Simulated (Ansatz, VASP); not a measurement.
This is a calculation of TiTe2 for Ansatz 0.2.0.

File input.yaml:

```yaml
crystal:
  lattice:
    - [3.8267030682, 0.0, 0.0]
    - [-1.9133515341, 3.3140220698, 0.0]
    - [0.0, 0.0, 6.583509806]
  atoms:
    - { symbol: Te, position: [0.3333333333, 0.6666666667, 0.7372] }
    - { symbol: Te, position: [0.6666666667, 0.3333333333, 0.2628] }
    - { symbol: Ti, position: [0.0, 0.0, 0.0] }
hamiltonian:
  xc: lda
  pseudopotentials: { kind: paw }
kpoints:
  mp_grid: { grid: [8, 8, 4] }
scf:
  occupations: { method: fermi_dirac, width: 0.05 }
output:
  forces: true
  stress: true
  eigenvalues: true
```

Potentials or basis: Ansatz PAW.

Command:

```console
$ ansatz run input.yaml --threads 2 --pin off --max-ram 5632MiB --backend cpu --events-out ev --progress --plain --runs-dir out
```

Question: Set up the same calculation for VASP 6.6.1. Potentials there: VASP PAW LDA potentials, release 64 (Te, Ti_sv).

Answer: As run (the cutoff follows the program's own potentials):

INCAR

```
  PREC = Accurate
  ENCUT = 520
  EDIFF = 1E-6
  ISMEAR = -1
  SIGMA = 0.05
  LREAL = False
  LASPH = True
  NELM = 60
  ALGO = Normal
  ISIF = 2
  LWAVE = False
  LCHARG = True
  GGA = CA
  LELF = True
  LVHAR = True
  NBANDS = 19
```

Contents of KPOINTS:

```
Automatic mesh
0
Gamma
  8 8 4
```

The input POSCAR:

```
TiTe2
1.0
    3.8267030682      0.0000000000      0.0000000000
   -1.9133515341      3.3140220698      0.0000000000
    0.0000000000      0.0000000000      6.5835098060
Te Ti
2 1
Direct
    0.3333333333      0.6666666667      0.7372000000
    0.6666666667      0.3333333333      0.2628000000
    0.0000000000      0.0000000000      0.0000000000
```

Potentials or basis: VASP PAW LDA potentials, release 64 (Te, Ti_sv).

Command:

```bash
$ cat potpaw_LDA.64/Te/POTCAR potpaw_LDA.64/Ti_sv/POTCAR > POTCAR
$ mpirun -np 1 vasp_std > vasp.out
```

Both were run:

|  | VASP | Ansatz | Ansatz less VASP |
| --- | --- | --- | --- |
| gap on the k mesh at the Fermi level (eV) | none | none | - |
| pressure (GPa) | -6.1 | -6.1 | -0.09 |
| rms of the force components (eV/Å) | 0.273 | 0.286 | +0.0133 |

Atom by atom the forces differ by 0.013 eV/Å (rms over components). A gap of «none» marks a metal or a gap that the smearing closes. The two sets of potentials don't hold the same shells in valence.

Caveats: the PAW data sets come from PBE, with cores solved anew for the run's functional, which leaves a small shift of forces and pressure (Ansatz). Spin-orbit coupling is left out, which matters for the levels of Te.
